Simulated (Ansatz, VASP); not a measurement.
## Ag: VASP beside Ansatz

```
CELL_PARAMETERS angstrom
1.95171 3.38045 0.00000
-1.95171 3.38045 0.00000
0.00000 -2.25364 3.38956
ATOMIC_POSITIONS crystal
Ag 0.23400 0.23400 0.70200
Ag 0.76600 0.76600 0.29800
```

The cell was built by a generator and needn't be a form met in nature.

Alike in both runs: task single point; functional r2SCAN; k mesh 6 × 6 × 6; occupations gaussian, width 0.0318 eV; no spin polarisation.

|  | VASP | Ansatz |
| --- | --- | --- |
| version | VASP 6.6.1 | Ansatz 0.2.0 |
| potentials or method | VASP PAW PBE potentials, release 64 (Ag) | PAW plane waves |
| plane-wave cutoff (eV) | 520 | 500 |
| valence electrons in the cell | 22 | 38 |

```csv
,VASP,Ansatz,Ansatz less VASP
gap on the k mesh at the Fermi level (eV),none,none,-
pressure (GPa),-3.3,-3.4,-0.06
largest component of the traceless stress (GPa),1.09,1.11,+0.022
rms of the force components (eV/Å),0.702,0.693,-0.0092
```

Atom by atom the forces differ by 0.009 eV/Å (rms over components). A gap of «none» marks a metal or a gap that the smearing closes. The two sets of potentials don't hold the same shells in valence. Ansatz warned: «stress_scf_threshold_loose».

Caveats: the PAW data sets were made with another functional, which shifts forces and pressure a little (VASP).
